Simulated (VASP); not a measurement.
Wanted: the native input for a VASP 6.6.1 run.

- Task: single point
- Functional: PBE
- Potentials or basis: VASP PAW PBE potentials, release 64 (Rb_sv, Br)
- Cutoff: 520 eV
- k mesh: 6 × 6 × 6
- Occupations: fermi-dirac, width 0.0119 eV
- Spin: no spin polarisation
- Dipole correction: no
- Further INCAR settings: ALGO = Normal; EDIFF = 1e-06; NBANDS = 15

The structure of RbBr lies in POSCAR:

```
RbBr
1.0
    0.0000000000      3.4743500000      3.4743500000
    3.4743500000      0.0000000000      3.4743500000
    3.4743500000      3.4743500000      0.0000000000
Rb Br
1 1
Direct
    0.0000000000      0.0000000000      0.0000000000
    0.5000000000      0.5000000000      0.5000000000
```

The cell was built by a generator and needn't be a form met in nature.

These files were run (other wordings do the same):

INCAR

```
SYSTEM = RbBr
  PREC = Accurate
  ENCUT = 520
  EDIFF = 1E-6
  ISMEAR = -1
  SIGMA = 0.0119
  LREAL = .False.
  LASPH = .True.
  NELM = 80
  ALGO = Normal
  ISIF = 2
  LWAVE = .False.
  LCHARG = .True.
  GGA = PE
  LELF = .True.
  LVHAR = .True.
  NBANDS = 15
```

KPOINTS

```
Automatic mesh
0
Gamma
  6 6 6
  0 0 0
```

Potentials or basis: VASP PAW PBE potentials, release 64 (Rb_sv, Br).

Run with:

```sh
$ cat potpaw_PBE.64/Rb_sv/POTCAR potpaw_PBE.64/Br/POTCAR > POTCAR
$ mpirun -np 1 vasp_std > vasp.out
```

It gave:

```
Pressure               : 0.4 GPa
Band gap on the k mesh : 4.26 eV, direct
```

It took 26 s on 1 thread of Intel(R) Xeon(R) Platinum 8375C CPU @ 2.90GHz (Ice Lake) (shared host), peak memory 0.23 GiB.
